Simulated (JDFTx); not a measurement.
Runs of JDFTx 1.7.0 (patched build) on MgB2. The structure is hexagonal, space group P6/mmm (No. 191). Conventional cell: a = 3.085 Å, b = 3.085 Å, c = 3.523 Å, α = 90.00°, β = 90.00°, γ = 120.00°. Mg (site symmetry 6/mmm) is surrounded by 12 B at 2.51 Å. B (site symmetry -6m2) has 3 B at 1.78 Å as nearest neighbours. 

```tsv
task	level	potentials or basis	cell	k mesh	cutoff (eV)	further solve for the empty bands	mesh quality	gap on the mesh (eV)	pressure (GPa)	relaxed volume (Å³/atom)
single point	PBE	PseudoDojo-SR-PBE-0.5-standard	as given	5 × 5 × 4	1143	yes	coarse	none	-1.3	-
relaxation of cell and atoms	PBE+D2	PseudoDojo-SR-PBE-0.5-standard	relaxed	10 × 10 × 8	1143	no	not flagged	none	0.0	9.37
relaxation of cell and atoms	RPBE	PseudoDojo-SR-PBE-0.5-standard	relaxed	10 × 10 × 8	1143	no	not flagged	none	0.0	(a)
single point	PBE	PseudoDojo-SR-PBE-0.5-standard	as given	10 × 10 × 8	1143	yes	not flagged	none	-0.9	-
relaxation of cell and atoms	PBEsol	PseudoDojo-SR-PBEsol-0.4.1-standard	relaxed	10 × 10 × 8	1143	no	not flagged	none	0.0	(b)
relaxation of cell and atoms	LDA	PseudoDojo-SR-LDA-0.4.1-standard	relaxed	10 × 10 × 8	1143	no	not flagged	none	0.0	9.20
relaxation of cell and atoms	r2SCAN	SG15-PBE-1.2	relaxed	6 × 6 × 5	1088	no	coarse	none	0.0	9.49
```

Alike in all rows: no spin polarisation; smearing fermi-dirac 0.05 eV.

Problem. Fill in the values left out.

Solution. (a) 9.75; (b) 9.50.

Caveats: some runs use coarse meshes; the potentials were made for another functional, which shifts forces and pressure (some runs); pairwise dispersion overbinds metals, which lowers pressure and volume (some runs); the empty levels aren't tightly converged (some runs).

A k mesh can miss the band edges.

A gap of «none» marks a metal or a gap under the smearing width.

Not every run made on this cell is shown here.
